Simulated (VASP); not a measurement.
# Pt (Fm-3m) in VASP: notebook, part 2 of 2

VASP 6.6.1.

## Step 3: Relaxation of cell and atoms, PBE

This run uses another cell than the first one, of 15.61 Å³/atom, 1.035 times its volume.

The input, INCAR:

```
PREC     = Accurate       # precision mode
ENCUT    = 520            # plane-wave cutoff, eV
EDIFF    = 1E-7           # SCF threshold, eV
ISMEAR   = 0              # smearing method
SIGMA    = 0.1            # smearing width, eV
LREAL    = False          # projectors in reciprocal space
LASPH    = True           # aspherical terms in the spheres
NELM     = 60             # most SCF steps
ALGO     = Fast           # electronic algorithm
ISIF     = 3              # what is computed and relaxed
LWAVE    = False          # write WAVECAR
LCHARG   = False          # write CHGCAR
GGA      = PE             # functional
IBRION   = 2              # ionic algorithm
NSW      = 80             # ionic steps
EDIFFG   = -0.002         # ionic threshold
```

The input, KPOINTS:

```
Automatic mesh
0
Gamma
  26 26 26
```

The input, POSCAR:

```
Pt                                      
1.0
   -0.0000000000      1.9836928499      1.9836928499
    1.9836928499     -0.0000000000      1.9836928499
    1.9836928499      1.9836928499     -0.0000000000
  Pt            
     1
Direct
     0.0000000000000000    0.0000000000000000    0.0000000000000000
```

Potentials or basis: VASP PAW PBE potentials, release 64 (Pt).

Started as:

```sh
$ cat potpaw_PBE.64/Pt/POTCAR > POTCAR
$ mpirun -np 1 vasp_std > vasp.out
```

OUTCAR:

```text
PREC = Accurate
   ENCUT = 520
   EDIFF = 1E-7
   ISMEAR = 0
   LREAL = False
   LASPH = True
   NELM = 60
   ISIF = 3
   GGA = PE
   IBRION = 2
   NSW = 80
   EDIFFG = -0.002

 ion  position               nearest neighbor table
   1  0.000  0.000  0.000-

  LATTYP: Found a face centered cubic cell.
 ALAT       =     3.9673856998

  Lattice vectors:

 A1 = (   0.0000000000,   1.9836928499,   1.9836928499)
 A2 = (   1.9836928499,   0.0000000000,   1.9836928499)
 A3 = (   1.9836928499,   1.9836928499,   0.0000000000)

Analysis of symmetry for initial positions (statically):
=====================================================================
 Subroutine PRICEL returns:
 Original cell was already a primitive cell.

 Routine SETGRP: Setting up the symmetry group for a
 face centered cubic supercell.

 Subroutine GETGRP returns: Found 48 space group operations
 (whereof 48 operations were pure point group operations)
 out of a pool of 48 trial point group operations.

The static configuration has the point symmetry O_h .

Analysis of symmetry for dynamics (positions and initial velocities):
=====================================================================
 Subroutine PRICEL returns:
 Original cell was already a primitive cell.

 Routine SETGRP: Setting up the symmetry group for a
 face centered cubic supercell.

 Subroutine GETGRP returns: Found 48 space group operations
 (whereof 48 operations were pure point group operations)
 out of a pool of 48 trial point group operations.

The dynamic configuration has the point symmetry O_h .

 Subroutine INISYM returns: Found 48 space group operations
 (whereof 48 operations are pure point group operations),
 and found     1 'primitive' translations

----------------------------------------------------------------------------------------

                                     Primitive cell

  volume of cell :      15.6118

  direct lattice vectors                    reciprocal lattice vectors
     0.000000000  1.983692850  1.983692850    -0.252055151  0.252055151  0.252055151
     1.983692850  0.000000000  1.983692850     0.252055151 -0.252055151  0.252055151
     1.983692850  1.983692850  0.000000000     0.252055151  0.252055151 -0.252055151

  length of vectors
     2.805365332  2.805365332  2.805365332     0.436572327  0.436572327  0.436572327

  position of ions in fractional coordinates (direct lattice)
     0.000000000  0.000000000  0.000000000

  ion indices of the primitive-cell ions
   primitive index   ion index
                 1           1

----------------------------------------------------------------------------------------

 KPOINTS: Automatic mesh

Automatic generation of k-mesh.
 Grid dimensions read from file:
 generate k-points for:   26   26   26

 Generating k-lattice:

  Cartesian coordinates                     Fractional coordinates (reciprocal lattice)
    -0.009694429  0.009694429  0.009694429     0.038461538  0.000000000  0.000000000
     0.009694429 -0.009694429  0.009694429     0.000000000  0.038461538  0.000000000
     0.009694429  0.009694429 -0.009694429     0.000000000  0.000000000  0.038461538

  Length of vectors
     0.016791243  0.016791243  0.016791243

  Shift w.r.t. Gamma in fractional coordinates (k-lattice)
     0.000000000  0.000000000  0.000000000

 Subroutine IBZKPT returns following result:
 ===========================================

 Found    511 irreducible k-points:

 Following reciprocal coordinates:
            Coordinates               Weight
  0.000000  0.000000  0.000000      1.000000
  0.038462  0.000000  0.000000      8.000000
  0.076923  0.000000  0.000000      8.000000
  0.115385  0.000000  0.000000      8.000000
  0.153846  0.000000  0.000000      8.000000
  0.192308  0.000000  0.000000      8.000000
[... 16 lines left out ...]
  0.346154  0.038462  0.000000     24.000000
  0.384615  0.038462  0.000000     24.000000
 [... further k-points ...]
   k-points           NKPTS =    511   k-points in BZ     NKDIM =    511   number of bands    NBANDS=      9
   number of dos      NEDOS =    301   number of ions     NIONS =      1
   total plane-waves  NPLWV =  13824
   dimension x,y,z NGX =    24 NGY =   24 NGZ =   24
   dimension x,y,z NGXF=    48 NGYF=   48 NGZF=   48
   ions per type =               1
   NGX,Y,Z   is equivalent  to a cutoff of  14.22, 14.22, 14.22 a.u.
   NGXF,Y,Z  is equivalent  to a cutoff of  28.44, 28.44, 28.44 a.u.
 SYSTEM =  unknown system
   PREC   = accura    normal or accurate (medium, high low for compatibility)
   ISTART =      0    job   : 0-new  1-cont  2-samecut
   ICHARG =      2    charge: 1-file 2-atom 10-const
   ISPIN  =      1    spin polarized calculation?
   LNONCOLLINEAR =      F non collinear calculations
   LSORBIT =      F    spin-orbit coupling
   LASPH  =      T    aspherical Exc in radial PAW
   ENCUT  =  520.0 eV  38.22 Ry    6.18 a.u.   5.22  5.22  5.22*2*pi/ulx,y,z
   NELM   =     60;   NELMIN=  2; NELMDL= -5     # of ELM steps
   EDIFF  = 0.1E-06   stopping-criterion for ELM
   LREAL  =      F    real-space projection
   EDIFFG = -.2E-02   stopping-criterion for IOM
   NSW    =     80    number of steps for IOM
   IBRION =      2    ionic relax: 0-MD 1-quasi-New 2-CG
   NFREE  =      1    steps in history (QN), initial steepest desc. (CG)
   ISIF   =      3    stress and relaxation
   ISYM   =      2    0-nonsym 1-usesym 2-fastsym
   POTIM  = 0.5000    time-step for ionic-motion
   TEBEG  =    0.0;   TEEND  =   0.0 temperature during run
   PSTRESS=    0.0 pullay stress
   NELECT =      10.0000    total number of electrons
   NUPDOWN=      -1.0000    fix difference up-down
   EMIN   =  10.00;   EMAX   =-10.00  energy-range for DOS
   EFERMI =   0.00;   METHOD = LEGACY
   ISMEAR =     0;   SIGMA  =   0.10  broadening in eV -4-tet -1-fermi 0-gaus
   EFERMI_NEDOS =   21; number of points for ismear=-14 and -15
   IALGO  =     68    algorithm
   IMIX   =      4    mixing-type and parameters
     AMIX     =   0.40;   BMIX     =  1.00
     AMIX_MAG =   1.60;   BMIX_MAG =  1.00
  volume/ion in A,a.u.               =      15.61       105.35
  Fermi-wavevector in a.u.,A,eV,Ry     =   1.411206  2.666793 27.096034  1.991502
  Thomas-Fermi vector in A             =   2.533081
   LORBIT       =      0    0 simple, 1 ext, 2 COOP (PROOUT), +10 PAW based schemes
   GGA     = PE    functional components
   LHFCALC =     F    Hartree Fock is set to
   AEXX    =    0.0000 exact exchange contribution
   IVDW    =     0    specifies the selected vdW correction
   LEPSILON=     F    determine dielectric tensor
   LRPA    =     F    only Hartree local field effects (RPA)
 conjugate gradient relaxation of ions
 non-spin polarized calculation
 RMM-DIIS sequential band-by-band and
 Gauss-broadening in eV      SIGMA  =   0.10
  energy-cutoff  :      520.00
  volume of cell :       15.61
 maximum number of plane-waves:       444
 NGX is ok and might be reduce to    24
   NGX = 11   NGY = 11   NGZ = 11

 number of electron      10.0000002 magnetization

 Free energy of the ion-electron system (eV)
  ---------------------------------------------------
  ext. energy  EPLUGINS =         0.00000000
  ---------------------------------------------------
  free energy    TOTEN  =        -6.10237806 eV

  energy without entropy =       -6.09142639  energy(sigma->0) =       -6.09690223

 E-fermi :  10.6047     XC(G=0): -13.2837

 val. band max:       10.6023790663   @ k =  -0.4615   0.1154   0.0385
 cond. band min:      10.6057824201   @ k =  -0.4615   0.1538   0.0385
 fundamental gap:      0.0034033538
 Fermi energy:        10.6046686028

 k-point     1 :       0.0000    0.0000    0.0000
  band No.  band energies     occupation
      1       0.7792      2.00000
      2       7.0296      2.00000
      3       7.0296      2.00000
      4       7.0296      2.00000
      5       9.0647      2.00000
      6       9.0647      2.00000
      7      25.3423      0.00000
      8      30.1137      0.00000
      9      30.1137      0.00000
[... 265 lines left out ...]
 k-point    24 :       0.3846    0.0385    0.0000
  band No.  band energies     occupation
      1       3.6245      2.00000
      2       7.0854      2.00000
      3       7.1776      2.00000
      4       8.0752      2.00000
      5      10.1322      2.00000
      6      10.2612      2.00000
      7      19.2698      0.00000
      8      25.6550      0.00000
      9      30.1991      0.00000

 [... further k-points ...]

------------------------ aborting loop because EDIFF is reached ----------------------------------------

  FORCE on cell =-STRESS in cart. coord.  units (eV):
  Direction    XX          YY          ZZ          XY          YZ          ZX
  --------------------------------------------------------------------------------------
  -------------------------------------------------------------------------------------
  Total       -0.0005593     -0.0005593     -0.0005593      0.0000000     -0.0000000      0.0000000
  in kB       -0.0574001     -0.0574001     -0.0574001      0.0000000     -0.0000000      0.0000000
  external PRESSURE =      -0.0574001 kB  Pullay stress =       0.0000000 kB

 VOLUME and BASIS-vectors are now :
 -----------------------------------------------------------------------------
  energy-cutoff  :      520.00
  volume of cell :       15.61
      direct lattice vectors                 reciprocal lattice vectors
     0.000000000  1.983692850  1.983692850    -0.252055151  0.252055151  0.252055151
     1.983692850  0.000000000  1.983692850     0.252055151 -0.252055151  0.252055151
     1.983692850  1.983692850  0.000000000     0.252055151  0.252055151 -0.252055151

 POSITION                                       TOTAL-FORCE (eV/Angst)
 -----------------------------------------------------------------------------------
      0.00000      0.00000      0.00000        -0.000000      0.000000     -0.000000
 -----------------------------------------------------------------------------------
    total drift:                               -0.000000     -0.000000     -0.000000

  FREE ENERGIE OF THE ION-ELECTRON SYSTEM (eV)
  ---------------------------------------------------
  free  energy   TOTEN  =        -6.1023780600 eV

  energy  without entropy=       -6.0914263921  energy(sigma->0) =       -6.09690223

 reached required accuracy - stopping structural energy minimisation
```

Run time: 27 s. Hardware: 1 thread of Intel Xeon 6975P-C (Granite Rapids), shared host; peak memory 0.2 GiB.

Results:

```
Free energy             : -6.1024 eV
Pressure after relaxing : 0.0 GPa
Band gap on the k mesh  : none (metal or under the smearing width)
```

Final structure:
```yaml
crystal:
  lattice:
    - [0.00000, 1.98369, 1.98369]
    - [1.98369, 0.00000, 1.98369]
    - [1.98369, 1.98369, 0.00000]
  atoms:
    - { symbol: Pt, position: [0.00000, 0.00000, 0.00000] }
```

Caveat: the relaxation stopped at its first step, so nothing moved.

## Step 4: Vibrations by finite differences, PBE

This run uses another cell than the first one, of 15.61 Å³/atom, 1.035 times its volume.

The input, INCAR:

```
ALGO = Fast ; EDIFF = 1E-8
ENCUT = 520 ; GGA = PE
IBRION = 6 ; ISIF = 3
ISMEAR = 0 ; LASPH = T
LCHARG = F ; LREAL = F
LWAVE = F ; NBANDS = 11
NELM = 60 ; NFREE = 2
NSW = 1 ; POTIM = 0.015
PREC = Accurate ; SIGMA = 0.1
```

The input, KPOINTS:

```
k-points
0
Gamma
  26 26 26
```

The input, POSCAR:

```
Pt                                      
1.0
    0.0000000000      1.9836928499      1.9836928499
    1.9836928499      0.0000000000      1.9836928499
    1.9836928499      1.9836928499      0.0000000000
  Pt            
     1
Direct
     0.0000000000000000    0.0000000000000000    0.0000000000000000
```

Started as:

```sh
$ cat potpaw_PBE.64/Pt/POTCAR > POTCAR
$ mpirun -np 1 vasp_std > vasp.out
```

It took 27 min on 1 thread of Intel Xeon 6975P-C (Granite Rapids), shared host; peak memory 1.4 GiB.

Results (log left out):

| Item | Value |
| --- | --- |
| Elastic constants C11, C12, C44 | 307, 220, 61 GPa |
| Voigt bulk modulus | 249 GPa |

Elastic tensor in Voigt notation (GPa, in the Cartesian axes of the cell as first typed):
```
307 220 220   0   0   0
220 307 220   0   0   0
220 220 307   0   0   0
  0   0   0  61   0   0
  0   0   0   0  61   0
  0   0   0   0   0  61
```

Clamped-ion elastic tensor (GPa):
```
307 220 220   0   0   0
220 307 220   0   0   0
220 220 307   0   0   0
  0   0   0  61   0   0
  0   0   0   0  61   0
  0   0   0   0   0  61
```

Spin-orbit coupling is left out, which matters for the levels of Pt.
